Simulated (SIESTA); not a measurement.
Runs of SIESTA 5.4.2 on MnO2. It takes space group P-3m1 (No. 164, trigonal). The conventional cell has a = 2.857 Å, b = 2.857 Å, c = 4.601 Å, α = 90.00°, β = 90.00°, γ = 120.00°. Around Mn (site symmetry -3m) lie 6 O at 1.90 Å. Around O (site symmetry 3m) lie 3 Mn at 1.90 Å. Measurements of this composition are mostly on another form, of space group No. 136.

| task | level | potentials or basis | k mesh | gap on the mesh (eV) | pressure (GPa) | moment (μB) | V0 of scaled cells (Å³/atom) | B0 (GPa) | largest force (eV/Å) |
| --- | --- | --- | --- | --- | --- | --- | --- | --- | --- |
| equation of state | PBEsol | PseudoDojo 0.4 standard (PBEsol files), DZP (energy shift 0.003 Ry; two zetas on semicore shells) | 8 × 8 × 4 | - | - | - | 10.87 | 204 | - |
| band structure | LDA | PseudoDojo 0.4 standard (LDA files), DZP (energy shift 0.003 Ry; two zetas on semicore shells) | 11 × 11 × 6 | 0.38 | -5.9 | 3.00 | - | - | (a) |
| equation of state | LDA | PseudoDojo 0.4 standard (LDA files), DZP (energy shift 0.003 Ry; two zetas on semicore shells) | 8 × 8 × 4 | - | - | - | 10.54 | 223 | - |
| band structure | PBEsol | PseudoDojo 0.4 standard (PBEsol files), DZP (energy shift 0.003 Ry; two zetas on semicore shells) | 11 × 11 × 6 | (c) | (b) | 3.00 | - | - | 0.25 |

Alike in all rows: spin collinear, ferromagnetic start; cell as given; smearing fermi-dirac 0.05 eV; grid cutoff 800 Ry; energy shift 0.003 Ry.

Q: Fill in the values left out.

A: (a) 0.11; (b) 0.5; (c) 0.69.

Caveats: short orbitals over semicore shells can move pressures by several GPa; the basis of atomic orbitals isn't converged, which shifts pressures, moduli and gaps; the cell was scaled at fixed shape and fractional positions, which overstates the stiffness of a crystal with free parameters, most of all of layers and chains (some runs); a cell with one magnetic atom can't hold antiferromagnetic order, which such compounds often take (some runs).

Runs at the PBE level aren't shown here.
